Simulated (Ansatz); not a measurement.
**Ir on Ir(111): hop by a lattice vector of the surface**

Aim: the minimum-energy path and barrier of the hop by a lattice vector of the surface. The ends are relaxed first, then joined by a nudged elastic band. The slab cell is 2×2, 3 layers thick, and the adsorbate is set down on it by hand.

All numbers below are computed with Ansatz 0.2.0 (DFT PBE+D3(BJ), plane waves, PAW, scalar-relativistic, no spin polarisation).

## Step 1: Starting point

The cell holds 13 atoms (Ir13): a = 5.431 Å, b = 5.431 Å, c = 16.434 Å, α = 90.00°, β = 90.00°, γ = 60.00°.

As a file:

```
CELL_PARAMETERS angstrom
5.43058 0.00000 0.00000
2.71529 4.70302 0.00000
0.00000 0.00000 16.43405
ATOMIC_POSITIONS crystal
Ir 0.16667 0.16667 0.06085
Ir 0.66667 0.16667 0.06085
Ir 0.16667 0.66667 0.06085
Ir 0.66667 0.66667 0.06085
Ir 0.83333 0.33333 0.19575
Ir 0.33333 0.33333 0.19575
Ir 0.83333 0.83333 0.19575
Ir 0.33333 0.83333 0.19575
Ir 0.00000 0.00000 0.33066
Ir 0.50000 0.00000 0.33066
Ir 0.00000 0.50000 0.33066
Ir 0.50000 0.50000 0.33066
Ir 0.76156 0.50429 0.48887
```

## Step 2: End point A

Input file input.yaml:

```yaml
crystal:
  lattice:
    - [5.43058, 0.0, 0.0]
    - [2.71529, 4.70302, 0.0]
    - [0.0, 0.0, 16.43405]
  atoms:
    - { symbol: Ir, position: [0.1666667, 0.1666667, 0.0608493] }
    - { symbol: Ir, position: [0.6666667, 0.1666667, 0.0608493] }
    - { symbol: Ir, position: [0.1666667, 0.6666667, 0.0608493] }
    - { symbol: Ir, position: [0.6666667, 0.6666667, 0.0608493] }
    - { symbol: Ir, position: [-0.1666667, 0.3333333, 0.1957536] }
    - { symbol: Ir, position: [0.3333333, 0.3333333, 0.1957536] }
    - { symbol: Ir, position: [-0.1666667, 0.8333333, 0.1957536] }
    - { symbol: Ir, position: [0.3333333, 0.8333333, 0.1957536] }
    - { symbol: Ir, position: [0.0, 0.0, 0.330658] }
    - { symbol: Ir, position: [0.5, 0.0, 0.330658] }
    - { symbol: Ir, position: [0.0, 0.5, 0.330658] }
    - { symbol: Ir, position: [0.5, 0.5, 0.330658] }
    - { symbol: Ir, position: [0.7615585, 0.5042885, 0.4888661] }
basis:
  ecutwfc: 420.0
kpoints:
  mp_grid: { grid: [4, 4, 1] }
hamiltonian:
  xc: pbe
  dispersion: d3bj
scf:
  occupations: { method: gaussian, width: 0.05 }
  lower_state_search: "off"
relax:
  f_tol: 0.03
  max_steps: 60
  adjacent_minimum: "off"
  constraints: [{ sites: [0, 1, 2, 3] }]
output:
  write_density: true
  write_potential: true
  elf: true
  volumetric_format: npy
```

Launch:

```sh
$ ansatz run input.yaml --threads 4 --pin off --max-ram 10240MiB --backend cpu --events-out ev --progress --plain --runs-dir out
```

What it wrote, cut to the lines that bear on the results:

```text
Warning: RAYON_NUM_THREADS=4 ignored (pool sized by the plan → 4); use --threads N
[...]
Pseudopotentials: kind: paw
Pseudopotential: Ir, paw, valence charge 17, recommended cutoff 420 eV (normal), Ir.paw.azcp
Functional definition: PBE
[...]
Crystal: 13 atoms, lattice volume = 419.728 Å³
Basis set: ecut = 420 eV, 8161 PW (Γ), exchange–correlation on 80×80×240 points (8 copies of the dense FFT grid, shifted against one another)
Bands: 133, of which v1, the nominal top of the filled ones, is band 111 counted from 1 (110 counted from 0)
Symmetry: 1 space group operations
Space group: P1 (ITA 1), of the structure as read, at distance tolerance 7.5e-5 Å
k-points: 10 of 16 (time reversal used)
[...]
SCF iter   1: F=—  HF=-155153.952189 eV  |F-HF|=—  |Δ(HF+E_count)|=         —  Δρ=2.59e-2  dr2=2.74e1  ethr=1.77e-3  ⟨swp⟩=8.0  Hψ=5712  notcnv=0  defer=21
[...]
relax step   1: F+E_penalty+E_count = -155153.73546713 eV  Δ(F+E_penalty+E_count) = +0.000e0 eV  max|allowed force component| = 4.602e0 eV/Å  Δτ_max = 0.0000 Å  (10 SCF iters, dr2 threshold 2.25e-5 eV, accepted)
[...]
relax step   3: F+E_penalty+E_count = -155155.39761261 eV  Δ(F+E_penalty+E_count) = -6.764e-1 eV  max|allowed force component| = 1.972e0 eV/Å  Δτ_max = 0.1950 Å  (8 SCF iters, dr2 threshold 1.00e-4 eV, accepted)
[...]
relax step   5: F+E_penalty+E_count = -155155.83152554 eV  Δ(F+E_penalty+E_count) = -1.366e-1 eV  max|allowed force component| = 3.753e-1 eV/Å  Δτ_max = 0.2000 Å  (8 SCF iters, dr2 threshold 1.49e-5 eV, accepted)
[...]
relax step   7: F+E_penalty+E_count = -155156.00592469 eV  Δ(F+E_penalty+E_count) = -8.284e-2 eV  max|allowed force component| = 2.346e-1 eV/Å  Δτ_max = 0.2000 Å  (7 SCF iters, dr2 threshold 9.69e-5 eV, accepted)
[...]
relax step   9: F+E_penalty+E_count = -155156.06294877 eV  Δ(F+E_penalty+E_count) = -5.412e-3 eV  max|allowed force component| = 2.512e-2 eV/Å  Δτ_max = 0.0693 Å  (7 SCF iters, dr2 threshold 2.44e-6 eV, accepted)
[...]
relax step  10: F+E_penalty+E_count = -155156.06294916 eV  Δ(F+E_penalty+E_count) = -3.932e-7 eV  max|allowed force component| = 2.516e-2 eV/Å  Δτ_max = 0.0000 Å  (4 SCF iters, accepted)
NSCF: frozen V_eff on 10 k-points
[...]
```

## Step 3: More of the same log: end point A relaxed

Output, continued, cut to the lines that bear on the results:

```text
WARN: The output density's exchange-correlation potential varies sharply where the density is thin. Do not read a vacuum level from v_tot or v_xc, or from such a field of the output density. On a cell that repeats whose density bears no net charge and no dipole along the vacuum's axis use [...]
SCF converged after 4 iterations
Free energy (F): -155156.062949 eV
[...]
E sigma→0 (E₀):  -155156.051705 eV
Entropy (-TS):   -0.022489 eV (-1.730 meV/atom)
Fermi energy:    8.586924 eV
[...]
--- Forces (eV/Å), atoms counted from 1 ---
  atom   1  Ir     0.00967672     0.00036660    -0.06957167
  atom   2  Ir    -0.01044897     0.00079556    -0.06939700
  atom   3  Ir    -0.00029933     0.00151587     0.20440335
  atom   4  Ir    -0.00088226     0.00723031    -0.06558620
  atom   5  Ir    -0.00165115     0.02515810    -0.00785160
  atom   6  Ir     0.00008117    -0.02461643    -0.00973288
  atom   7  Ir     0.00244297    -0.00010827    -0.00036744
  atom   8  Ir     0.00126111     0.00098433    -0.00187802
[...]
  atoms:
    - { symbol: Ir, position: [0.1666667, 0.16666669999999997, 0.06084929999999999] }
    - { symbol: Ir, position: [0.6666667, 0.16666669999999997, 0.06084929999999999] }
    - { symbol: Ir, position: [0.1666667, 0.6666666999999998, 0.06084929999999999] }
    - { symbol: Ir, position: [0.6666667, 0.6666666999999998, 0.06084929999999999] }
    - { symbol: Ir, position: [-0.1665367447086772, 0.33308214031828487, 0.19049546457132147] }
    - { symbol: Ir, position: [0.3330200519980415, 0.3339193663209964, 0.19480882557079449] }
    - { symbol: Ir, position: [-0.16707167028780506, 0.8336164229761445, 0.19473643683025468] }
    - { symbol: Ir, position: [0.3333514963153655, 0.8335856793609718, 0.1947473495653012] }
    - { symbol: Ir, position: [0.002656515147316011, -0.005411285023035461, 0.32703656291281463] }
    - { symbol: Ir, position: [0.49978678940868143, 0.00036476841611054816, 0.32595125794454444] }
    - { symbol: Ir, position: [0.003068525979687875, 0.503784990159863, 0.32719381403732406] }
    - { symbol: Ir, position: [0.49305966903308535, 0.5038049044811385, 0.3272036358726033] }
    - { symbol: Ir, position: [0.8325836776341146, 0.33470400357331126, 0.44371180495640805] }
```

It took 94 s on 4 threads of Intel Xeon Platinum 8375C at 2.90GHz (Ice Lake), shared host; peak memory 1.7 GiB.

Step by step:

```csv
step,energy from step 1 (eV/cell),largest force component (eV/Å)
1,0.0000,4.6016
2,-0.9857,4.1521
3,-1.6621,1.9718
4,-1.9595,0.4888
5,-2.0961,0.3753
6,-2.1876,0.4055
7,-2.2705,0.2346
8,-2.3221,0.1077
9,-2.3275,0.0251
10,-2.3275,0.0252
```

Step 1 is the start. Step 10 solves the same geometry again. 4 atoms are held fixed.

Largest move: Ir13, 1.09 Å.

## Step 4: Nudged elastic band

crystal.atoms is end A as relaxed above, and neb.final_atoms is the same geometry shifted by the lattice vector, with the slab's atoms relabelled. With 3 inner images the band has 5 in all.

Input file input.yaml:

```yaml
crystal:
  lattice:
    - [5.43058, 0.0, 0.0]
    - [2.71529, 4.70302, 0.0]
    - [0.0, 0.0, 16.43405]
  atoms:
    - { symbol: Ir, position: [0.1666667, 0.1666667, 0.0608493] }
    - { symbol: Ir, position: [0.6666667, 0.1666667, 0.0608493] }
    - { symbol: Ir, position: [0.1666667, 0.6666667, 0.0608493] }
    - { symbol: Ir, position: [0.6666667, 0.6666667, 0.0608493] }
    - { symbol: Ir, position: [-0.16653674, 0.33308214, 0.19049546] }
    - { symbol: Ir, position: [0.33302005, 0.33391937, 0.19480883] }
    - { symbol: Ir, position: [-0.16707167, 0.83361642, 0.19473644] }
    - { symbol: Ir, position: [0.3333515, 0.83358568, 0.19474735] }
    - { symbol: Ir, position: [0.00265652, -0.00541129, 0.32703656] }
    - { symbol: Ir, position: [0.49978679, 0.00036477, 0.32595126] }
    - { symbol: Ir, position: [0.00306853, 0.50378499, 0.32719381] }
    - { symbol: Ir, position: [0.49305967, 0.5038049, 0.32720364] }
    - { symbol: Ir, position: [0.83258368, 0.334704, 0.4437118] }
basis:
  ecutwfc: 420.0
kpoints:
  mp_grid: { grid: [4, 4, 1] }
hamiltonian:
  xc: pbe
  dispersion: d3bj
scf:
  occupations: { method: gaussian, width: 0.05 }
  lower_state_search: "off"
neb:
  images: 3
  f_tol: 0.05
  initial_path: linear
  max_iterations: 80
  constraints: [{ sites: [0, 1, 2, 3] }]
  final_atoms:
    - { symbol: Ir, position: [0.1666667, 0.1666667, 0.0608493] }
    - { symbol: Ir, position: [0.6666667, 0.1666667, 0.0608493] }
    - { symbol: Ir, position: [0.1666667, 0.6666667, 0.0608493] }
    - { symbol: Ir, position: [0.6666667, 0.6666667, 0.0608493] }
    - { symbol: Ir, position: [-0.16697994, 0.33391937, 0.19480883] }
    - { symbol: Ir, position: [0.33346327, 0.33308214, 0.19049546] }
    - { symbol: Ir, position: [-0.16664849, 0.83358568, 0.19474735] }
    - { symbol: Ir, position: [0.33292834, 0.83361642, 0.19473644] }
    - { symbol: Ir, position: [-0.0002132, 0.00036477, 0.32595126] }
    - { symbol: Ir, position: [0.50265653, -0.00541129, 0.32703656] }
    - { symbol: Ir, position: [-0.00694032, 0.5038049, 0.32720364] }
    - { symbol: Ir, position: [0.50306854, 0.50378499, 0.32719381] }
    - { symbol: Ir, position: [1.33258369, 0.334704, 0.4437118] }
  order_check: true
```

Launch:

```sh
$ ansatz run input.yaml --threads 4 --pin off --max-ram 10240MiB --backend cpu --events-out ev --progress --plain --runs-dir out
```

What it wrote, cut to the lines that bear on the results:

```text
Warning: neb: disabling space-group detection — the band's intermediate images generally break the endpoint symmetry, so no spatial operation reduces the k-mesh or symmetrises the density, except that a semilocal band can use its path's symmetry ahead of convergence; time reversal is [...]
Warning: RAYON_NUM_THREADS=4 ignored (pool sized by the plan → 4); use --threads N
[...]
[... 3 set-up lines as earlier in the session ...]
[...]
parallel-image band execution: 2 concurrent image workers
NEB image 0
Crystal: 13 atoms, lattice volume = 419.728 Å³
Basis set: ecut = 420 eV, 8161 PW (Γ), exchange–correlation on 80×80×240 points (8 copies of the dense FFT grid, shifted against one another)
Bands: 133, of which v1, the nominal top of the filled ones, is band 111 counted from 1 (110 counted from 0)
[... 1 set-up line as earlier in the session ...]
k-points: 10 of 16 (time reversal used)
[...]
NEB image 4
[...]
NSCF: frozen V_eff on 10 k-points
NEB end point (image 0): max|allowed force component| = 2.517e-2 eV/Å (the criterion of neb.relax_end_points is 1.000e-2)
NEB end point (image 4): max|allowed force component| = 2.518e-2 eV/Å (the criterion of neb.relax_end_points is 1.000e-2)
NEB image 1
[...]
SCF iter   3: F=—  HF=-155155.259398 eV  |F-HF|=—  |Δ(HF+E_count)|=   7.79e-2  Δρ=1.76e-3  dr2=1.59e-2  ethr=1.37e-3  ⟨swp⟩=1.5  Hψ=1211  notcnv=0  defer=125
[...]
NEB image 2
[...]
NEB image 3
[...]
NEB iter   1: max|band force component| = 7.698e0 eV/Å  barrier→ = 1.7285 eV  barrier← = 1.7285 eV  Δτ_max = 0.2000 Å  (53 SCF iters)
[...]
NEB iter   7: max|band force component| = 1.885e-1 eV/Å  barrier→ = 0.2764 eV  barrier← = 0.2764 eV  CI = image 3  Δτ_max = 0.0215 Å  (22 SCF iters)
[...]
NEB iter   8: max|band force component| = 5.600e-2 eV/Å  barrier→ = 0.2761 eV  barrier← = 0.2761 eV  CI = image 3  Δτ_max = 0.0068 Å  (20 SCF iters)
NEB image 1
[...]
NEB image 2
[...]
NEB image 3
[...]
NEB image 1
NSCF: frozen V_eff on 10 k-points
NEB image 2
NSCF: frozen V_eff on 10 k-points
NEB image 3
NSCF: frozen V_eff on 10 k-points
[...]
NEB image 3, as the band closes
[...]
NEB point 1 about image 3
[...]
NEB point 2 about image 3
[...]
NEB point 3 about image 3
```

## Step 5: The log goes on: band between the two ends

Output, continued, cut to the lines that bear on the results:

```text
[...]
NEB point 4 about image 3
[...]
NEB point 5 about image 3
[...]
NEB point 6 about image 3
[...]
NEB point 7 about image 3
[...]
NEB point 8 about image 3
[...]
NEB point 9 about image 3
[...]
NEB point 10 about image 3
[...]
NEB point 11 about image 3
[...]
NEB point 12 about image 3
[...]
NEB point 13 about image 3
[...]
NEB point 14 about image 3
[...]
NEB point 15 about image 3
[...]
NEB point between images 0 and 1
[...]
NEB point between images 1 and 2
[...]
NEB point between images 2 and 3
[...]
NEB point between images 3 and 4
[...]
NEB point between images 0 and 1
[...]
NEB point between images 0 and 1
[...]
NEB point between images 1 and 2
[...]
NEB point between images 1 and 2
[...]
NEB point between images 2 and 3
[...]
NEB point between images 2 and 3
[...]
NEB point between images 3 and 4
[...]
NEB point between images 3 and 4
[...]
    - { symbol: Ir, position: [0.1666667, 0.6666666999999998, 0.06084929999999999] }
    - { symbol: Ir, position: [0.6666667, 0.6666666999999998, 0.06084929999999999] }
    - { symbol: Ir, position: [-0.16806762585700244, 0.3353651463040807, 0.1946654375792799] }
    - { symbol: Ir, position: [0.33385928407579785, 0.33382302877758685, 0.19101630447807474] }
    - { symbol: Ir, position: [-0.16374418567398952, 0.8362141051787256, 0.19529501810400846] }
    - { symbol: Ir, position: [0.3353964538267948, 0.8319071012990628, 0.19468321373054906] }
    - { symbol: Ir, position: [0.0028398532494008856, 0.0027778940810790275, 0.3285949294481343] }
    - { symbol: Ir, position: [0.509128380754424, -0.019094907416605782, 0.3267921846569139] }
    - { symbol: Ir, position: [-0.019014249847732062, 0.5090585875467022, 0.3267957548210805] }
    - { symbol: Ir, position: [0.489451942776844, 0.48942395267150013, 0.3271554432353118] }
    - { symbol: Ir, position: [1.234000544083718, 0.2339989363256198, 0.4456481326406713] }
```

Wall time 9.6 min (4 threads of Intel Xeon Platinum 8375C at 2.90GHz (Ice Lake), shared host); peak memory 2.8 GiB.

## Step 6: Images and barrier

Images 0 and 4 are the ends. Energies count from image 0; the path length is the program's own measure over all atoms.

| image | path (Å) | energy (eV) | Ir13 x y z (Å) | band force (eV/Å) |
| --- | --- | --- | --- | --- |
| 0 | 0.000 | 0.0000 | 5.43 1.57 7.29 | - |
| 1 | 0.762 | 0.2395 | 6.06 1.20 7.32 | 0.001 |
| 2 | 1.523 | 0.1776 | 6.67 0.81 7.37 | 0.017 |
| 3* | 2.285 | 0.2761 | 7.34 1.10 7.32 | 0.003 |
| 4 | 3.237 | 0.0000 | 8.15 1.57 7.29 | - |

The star marks the climbing image.

image, energy (eV) and a bar:
```
        0      0.000 
        1      0.240 ##########################
        2      0.178 ###################
        3      0.276 ##############################
        4      0.000
```

How the highest energy settled:

```csv
iteration,highest image above image 0 (eV),largest band force (eV/Å)
1,1.7285,7.698
2,0.6998,1.730
3,0.3696,0.753
4,0.2489,0.984
5,0.2479,0.361
6,0.2776,0.262
7,0.2764,0.189
8,0.2761,0.056
9,0.2761,0.017
```

Positions of all images (Å):

```xyz
13
Lattice="5.431 0.000 0.000 2.715 4.703 0.000 0.000 0.000 16.434" Properties=species:S:1:pos:R:3 pbc="T T T" image=0 dE=0.0000
Ir    1.358    0.784    1.000
Ir    4.073    0.784    1.000
Ir    2.715    3.135    1.000
Ir    5.431    3.135    1.000
Ir    0.000    1.566    3.131
Ir    2.715    1.570    3.201
Ir    1.356    3.921    3.200
Ir    4.074    3.920    3.200
Ir    0.000   -0.025    5.375
Ir    2.715    0.002    5.357
Ir    1.385    2.369    5.377
Ir    4.046    2.369    5.377
Ir    5.430    1.574    7.292
13
Lattice="5.431 0.000 0.000 2.715 4.703 0.000 0.000 0.000 16.434" Properties=species:S:1:pos:R:3 pbc="T T T" image=1 dE=0.2395
Ir    1.358    0.784    1.000
Ir    4.073    0.784    1.000
Ir    2.715    3.135    1.000
Ir    5.431    3.135    1.000
Ir    0.012    1.558    3.136
Ir    2.737    1.563    3.206
Ir    1.357    3.917    3.203
Ir    4.086    3.899    3.205
Ir    0.030   -0.112    5.368
Ir    2.724   -0.008    5.380
Ir    1.466    2.375    5.369
Ir    4.189    2.281    5.397
Ir    6.057    1.199    7.316
13
Lattice="5.431 0.000 0.000 2.715 4.703 0.000 0.000 0.000 16.434" Properties=species:S:1:pos:R:3 pbc="T T T" image=2 dE=0.1776
Ir    1.358    0.784    1.000
Ir    4.073    0.784    1.000
Ir    2.715    3.135    1.000
Ir    5.431    3.135    1.000
Ir   -0.012    1.568    3.163
Ir    2.707    1.569    3.185
Ir    1.341    3.920    3.219
Ir    4.063    3.917    3.177
Ir   -0.017   -0.023    5.400
Ir    2.703    0.005    5.419
Ir    1.367    2.360    5.411
Ir    4.087    2.346    5.342
Ir    6.669    0.806    7.371
13
Lattice="5.431 0.000 0.000 2.715 4.703 0.000 0.000 0.000 16.434" Properties=species:S:1:pos:R:3 pbc="T T T" image=3 dE=0.2761
Ir    1.358    0.784    1.000
Ir    4.073    0.784    1.000
Ir    2.715    3.135    1.000
Ir    5.431    3.135    1.000
Ir   -0.002    1.577    3.199
Ir    2.719    1.570    3.139
Ir    1.381    3.933    3.209
Ir    4.080    3.912    3.199
Ir    0.023    0.013    5.400
Ir    2.713   -0.090    5.371
Ir    1.279    2.394    5.371
Ir    3.987    2.302    5.376
Ir    7.337    1.101    7.324
13
Lattice="5.431 0.000 0.000 2.715 4.703 0.000 0.000 0.000 16.434" Properties=species:S:1:pos:R:3 pbc="T T T" image=4 dE=0.0000
Ir    1.358    0.784    1.000
Ir    4.073    0.784    1.000
Ir    2.715    3.135    1.000
Ir    5.431    3.135    1.000
Ir    0.000    1.570    3.201
Ir    2.715    1.566    3.131
Ir    1.358    3.920    3.200
Ir    4.072    3.921    3.200
Ir    0.000    0.002    5.357
Ir    2.715   -0.025    5.375
Ir    1.330    2.369    5.377
Ir    4.100    2.369    5.377
Ir    8.146    1.574    7.292
```

## Step 7: Results

| quantity | value |
| --- | --- |
| end A | 8 moves, 2.327 eV lower |
| barrier forwards | 0.276 eV |
| barrier backwards | 0.276 eV |
| second end relative to first | 0.000 eV |
| highest image | 3 of 0 to 4, climbing |
| band iterations | 9 |
| lowest curvatures at the top | -1.16 and 1.29 eV/Å² |

**Reading.** The barrier from the first end is 0.28 eV, 11 times kT at 300 K. Both ends agree in energy to 1 meV. Image 2 sits in a dip between two rises: the path passes through another minimum, and each half would need a band of its own. The program found one negative curvature at the climbing image, so it is a first-order saddle. A cell of 13 atoms lets the moving atom feel its images, and convergence in size and mesh was not shown.
